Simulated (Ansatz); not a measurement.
# Ni (P6_3/mmc) in Ansatz: a series of runs

The runs below take Ni through single point, with PBEsol.

Everything below comes from runs of Ansatz 0.2.0. Logs are shortened: lines on timing, memory, paths and dates and some standing lists are left out, and cuts for length are marked.

**1. The crystal as given**

Symmetry: P6_3/mmc, No. 194, hexagonal system. Conventional cell: a = 2.448 Å, b = 2.448 Å, c = 4.073 Å, α = 90.00°, β = 90.00°, γ = 120.00°. Ni (site symmetry -6m2) is surrounded by 12 Ni at 2.45 to 2.48 Å.

This isn't the form of Ni at room conditions, which is fcc.

**2. Single point, PBEsol**

File input.yaml:

```yaml
crystal:
  lattice:
    - [2.4480228978, 0.0, 0.0]
    - [-1.2240114489, 2.1200500186, 0.0]
    - [0.0, 0.0, 4.07280757]
  atoms:
    - { symbol: Ni, position: [0.6666666667, 0.3333333333, 0.75] }
    - { symbol: Ni, position: [0.3333333333, 0.6666666667, 0.25] }
hamiltonian:
  xc: pbesol
  pseudopotentials: { kind: paw }
kpoints:
  mp_grid: { grid: [12, 12, 7] }
scf:
  occupations: { method: fermi_dirac, width: 0.05 }
output:
  forces: true
  stress: true
  eigenvalues: true
  write_density: true
  write_potential: true
  elf: true
  volumetric_format: npy
```

Potentials or basis: Ansatz PAW.

Run with:

```
$ ansatz run input.yaml --threads 2 --pin off --max-ram 5632MiB --backend cpu --events-out ev --progress --plain --runs-dir out
```

Standard output:

```text
Warning: RAYON_NUM_THREADS=2 ignored (pool sized by the plan → 2); use --threads N
Engine: ansatz 0.2.0, aarch64-unknown-linux-gnu
Pseudopotentials: kind: paw
Pseudopotential: Ni, paw, valence charge 18, recommended cutoff 420 eV (normal), Ni.paw.azcp
Functional definition: PBEsol
  exchange = pbesol_x
  correlation = pbesol_c
Crystal: 2 atoms, lattice volume = 21.138 Å³
Basis set: ecut = 420 eV, 391 PW (Γ), exchange–correlation on 36×36×60 points (8 copies of the dense FFT grid, shifted against one another)
Bands: 22, of which v1, the nominal top of the filled ones, is band 18 counted from 1 (17 counted from 0)
Symmetry: 24 space group operations
Space group: P63/mmc (ITA 194), of the structure as read, at distance tolerance 2.8e-5 Å
k-points: 76 of 1008
Non-local potential: Ni, projectors of the file, l = 0: 3, l = 1: 2, l = 2: 3, l = 3: 1
PAW form: soft (Blöchl's): semilocal exchange-correlation on the pseudo side does not see the compensation charge
PAW frozen core: Ni, regenerated for the run's functional, and the local potential with it (the file was generated under x = pbe(κ = 0.804, μ = 0.2195149727645171), c = pbe(β = 0.06672455060314922))
PAW one-centre angular grid: Ni, 590 points (default); XC on 64 Gauss nodes
Initial density: superposition of atomic densities (neutral atoms: chi_scale 0, normalization atom), corrected by the library's trained network
Initial wavefunctions: pseudopotential atomic-orbital guess
Functional: x = pbesol(κ = 0.804, μ = 0.12345679012345678), c = pbesol(β = 0.046)
SCF iter   1: F=—  HF=-11609.823973 eV  |F-HF|=—  |Δ(HF+E_count)|=         —  Δρ=2.82e-2  dr2=8.43e-2  ethr=1.77e-3  ⟨swp⟩=5.1  Hψ=6256  notcnv=0
preconditioner: auto → none  [metal: Δε(μ)=0.004 eV  Ē_g=8.607 eV  σ=0.050 eV  W_gap=0.02  n_scr=8 (ndim 8)  ℏωp=36.1 eV  f_vac=0.000  D(μ)=8.08/eV (n_scr^D=208)  sad-step TF]
SCF iter   2: F=—  HF=-11609.810259 eV  |F-HF|=—  |Δ(HF+E_count)|=   1.37e-2  Δρ=1.07e-2  dr2=1.37e-2  ethr=2.34e-4  ⟨swp⟩=2.0  Hψ=2625  notcnv=0
SCF iter   3: F=—  HF=-11609.807990 eV  |F-HF|=—  |Δ(HF+E_count)|=   2.27e-3  Δρ=1.95e-3  dr2=2.40e-4  ethr=3.82e-5  ⟨swp⟩=2.2  Hψ=2705  notcnv=0
SCF iter   4: F=—  HF=-11609.807912 eV  |F-HF|=—  |Δ(HF+E_count)|=   7.83e-5  Δρ=1.16e-3  dr2=5.60e-5  ethr=6.66e-7  ⟨swp⟩=2.6  Hψ=2907  notcnv=0
SCF iter   5: F=—  HF=-11609.807891 eV  |F-HF|=—  |Δ(HF+E_count)|=   2.08e-5  Δρ=8.10e-5  dr2=1.85e-7  ethr=1.55e-7  ⟨swp⟩=1.0  Hψ=1674  notcnv=0
SCF iter   6: F=-11609.807892 eV  HF=-11609.807892 eV  |F-HF|=2.60e-9  |Δ(HF+E_count)|=   8.25e-7  Δρ=8.53e-6  dr2=5.96e-9  ethr=2.78e-10  ⟨swp⟩=9.8  Hψ=13077  notcnv=0
SCF 1 converged in 6 iterations: F = -11609.807892 eV  dr2 = 5.96e-9
  Residual-converged pass: ⟨swp⟩=1.0  Hψ=1978  notcnv=0  max |occ|·‖R‖ = 7.1e-9 eV (tolerance 1.0e-8 eV)  dr2=5.96e-9  dr2_onsite=2.12e-9  max |Δocc| = 7.5e-11
SCF converged after 6 iterations
Free energy (F): -11609.807892 eV
Harris-Foulkes:  -11609.807892 eV  (|F-HF|=2.60e-9)
Internal energy: -11609.743875 eV  (E = F + TS)
E sigma→0 (E₀):  -11609.775884 eV
Entropy (-TS):   -0.064017 eV (-32.008 meV/atom)
Fermi energy:    18.488908 eV
--- Per-component energies (eV) ---
  E_band       = -548.796016
  E_kinetic    = 566.162353
  E_local      = -6778.487612  (includes V_loc(G=0)·N_el)
  E_nonlocal   = 1272.779097
  E_hartree    = 2827.830733
  E_xc         = -169.348062
  E_vxc        = -219.180367  (∫ρ·V_xc dr)
  E_paw        = -3189.202176  (= ΣΔE_a)
  E_vpaw       = -1045.724318  (= ΣTr[D̂ρ^β])
  E_aug_tail   = 0.000972  (compensation charges beyond the density's cutoff)
  E_ewald      = -6139.873759
  E_core_change = 0.394578  (= ΣΔE_core)
  E_smearing   = -0.064017  (= −TS)
  E_closure    = -0.000000  (closes the sum)
  Σ components = -11609.807892   (vs F -11609.807892, Δ=0.00e0)
--- Forces (eV/Å), atoms counted from 1 ---
  atom   1  Ni     0.00000000    -0.00000000     0.00000000
  atom   2  Ni    -0.00000000     0.00000000     0.00000000
  max |Σ_I F_I| component: 9.25e-18 eV/Å
--- Stress (GPa, compression-positive) ---
       -3.749646       0.000000       0.000000
        0.000000      -3.749646       0.000000
        0.000000       0.000000      -5.385036
  P = ⅓ Tr σ = -4.2948 GPa (-42.948 kbar)
--- Band table (eV; the first three rows and the last of 76) ---
  k-point 0: bands = ["-84.2882", "-84.2519", "-44.8901", "-44.7331", "-44.7331", "-44.7009", "-44.7009", "-44.6521", "9.2844", "13.7798", "16.4507", "16.5898", "16.5898", "16.8676", "16.8676", "17.3902", "17.3902", "17.9698", "18.3586", "18.3586", "24.4188", "41.4427"]
  k-point 1: bands = ["-84.2864", "-84.2537", "-44.8784", "-44.7315", "-44.7315", "-44.7025", "-44.7025", "-44.6640", "9.4831", "13.6445", "16.4019", "16.5587", "16.5587", "16.8245", "16.8245", "17.3601", "17.4848", "17.4848", "18.3424", "18.3424", "25.5291", "41.2119"]
  k-point 2: bands = ["-84.2814", "-84.2587", "-44.8457", "-44.7271", "-44.7271", "-44.7070", "-44.7070", "-44.6974", "10.0647", "13.0999", "16.2757", "16.4758", "16.5191", "16.5191", "16.7199", "16.7199", "17.7017", "17.7017", "18.2794", "18.2794", "28.0390", "38.1643"]
  k-point 75: bands = ["-84.2379", "-84.2379", "-44.8878", "-44.8878", "-44.8667", "-44.8518", "-44.7133", "-44.7133", "15.3045", "15.3215", "15.3215", "15.3935", "16.0755", "16.0755", "17.1636", "17.3851", "18.3864", "18.3864", "24.3504", "24.3504", "25.3468", "26.6352"]
```

rho_z.tsv:

```text
# z_ang	rho[e/angstrom^3]
# format = ansatz-planar-average/11
# lattice	2.448022898	0.000000000	0.000000000
# lattice	-1.224011449	2.120050019	0.000000000
# lattice	0.000000000	0.000000000	4.072807570
# sites	2
# site	28	1.224011449	0.706683340	3.054605678
# site	28	0.000000000	1.413366679	1.018201893
0.000000	2.977720e-1
0.135760	3.186384e-1
0.271521	4.069160e-1
0.407281	6.375813e-1
0.543041	1.150294e0
0.678801	2.114343e0
[... 22 lines left out ...]
3.801287	4.069160e-1
3.937047	3.186384e-1
```

v_z.tsv:

```text
# z_ang	v_es[eV]	v_tot[eV]
# format = ansatz-planar-average/11
# xc	pbesol
# density_cutoff_ev	1680
# datasets	Ni=:simpson_from_first_knot:soft:shift=-1124341
# lattice	2.448022898	0.000000000	0.000000000
# lattice	-1.224011449	2.120050019	0.000000000
# lattice	0.000000000	0.000000000	4.072807570
# sites	2
# site	28	1.224011449	0.706683340	3.054605678
# site	28	0.000000000	1.413366679	1.018201893
0.000000	1.843823e1	7.571874e0
0.135760	1.772638e1	6.698069e0
0.271521	1.532188e1	3.801461e0
0.407281	1.140668e1	-8.743442e-1
0.543041	6.796893e0	-6.350201e0
0.678801	2.425542e0	-1.153210e1
[... 22 lines left out ...]
3.801287	1.532188e1	3.801461e0
3.937047	1.772638e1	6.698069e0
```

Run time: 1.5 s. Hardware: 2 threads of Arm Neoverse V2, shared host; peak memory 0.3 GiB.

What came out:

```
Free energy            : -11609.8079 eV
Pressure               : -4.3 GPa
Band gap on the k mesh : none (metal or under the smearing width)
```

Caveat: the run has no spin polarisation, though such a crystal can be magnetic; the PAW data sets come from PBE, with cores solved anew for the run's functional, which leaves a small shift of forces and pressure. Spin polarisation is off, so any magnetic state and its effect on volume and gap are missing.

**3. Single point, PBEsol, collinear spin, ferromagnetic start**

input.yaml, as its differences from that of step 2:

```diff
@@ -6,4 +6,4 @@
   atoms:
-    - { symbol: Ni, position: [0.6666666667, 0.3333333333, 0.75] }
-    - { symbol: Ni, position: [0.3333333333, 0.6666666667, 0.25] }
+    - { symbol: Ni, position: [0.6666666667, 0.3333333333, 0.75], spin: 1.0 }
+    - { symbol: Ni, position: [0.3333333333, 0.6666666667, 0.25], spin: 1.0 }
 hamiltonian:
@@ -11,2 +11,4 @@
   pseudopotentials: { kind: paw }
+magnetization:
+  spin_polarized: true
 kpoints:
```

Potentials or basis: Ansatz PAW.

Run with:

```
$ ansatz run input.yaml --threads 2 --pin off --max-ram 5632MiB --backend cpu --events-out ev --progress --plain --runs-dir out
```

Run time: 4.3 s. Hardware: 2 threads of Arm Neoverse V2, shared host; peak memory 0.35 GiB.

It converged, with:

| Property | Result |
| --- | --- |
| Free energy | -11609.9010 eV |
| Pressure | -3.0 GPa |
| Band gap on the k mesh | none (metal or under the smearing width) |
| Net moment | 1.30 μB per cell |
| Absolute moment | 1.46 μB per cell |
| Site moments | Ni +0.69 μB |

Stress tensor (GPa, compression positive):
```
-1.69  0.00  0.00
 0.00 -1.69  0.00
 0.00  0.00 -5.70
```

Levels at points of the mesh, in eV from the Fermi level:
Spin up:
| k point | band 15 | band 16 | band 17 | band 18 | band 19 | band 20 | band 21 | band 22 | band 23 |
| --- | --- | --- | --- | --- | --- | --- | --- | --- | --- |
| (0.00, 0.00, 0.00) | -2.20 | -1.68 | -1.68 | -0.74 | -0.74 | -0.71 | 5.49 | 22.80 | 25.05 |
| (0.00, -0.50, 0.00) | -2.19 | -0.61 | -0.57 | -0.49 | 1.15 | 3.09 | 9.29 | 9.83 | 12.41 |
Spin down:
```
            k point  band 16  band 17  band 18  band 19  band 20  band 21
 (0.00, 0.00, 0.00)    -0.99    -0.99    -0.74     0.00     0.00     5.94
(0.00, -0.50, 0.00)     0.18     0.19     0.32     1.66     3.49     9.43
```

Caveat: the PAW data sets come from PBE, with cores solved anew for the run's functional, which leaves a small shift of forces and pressure.
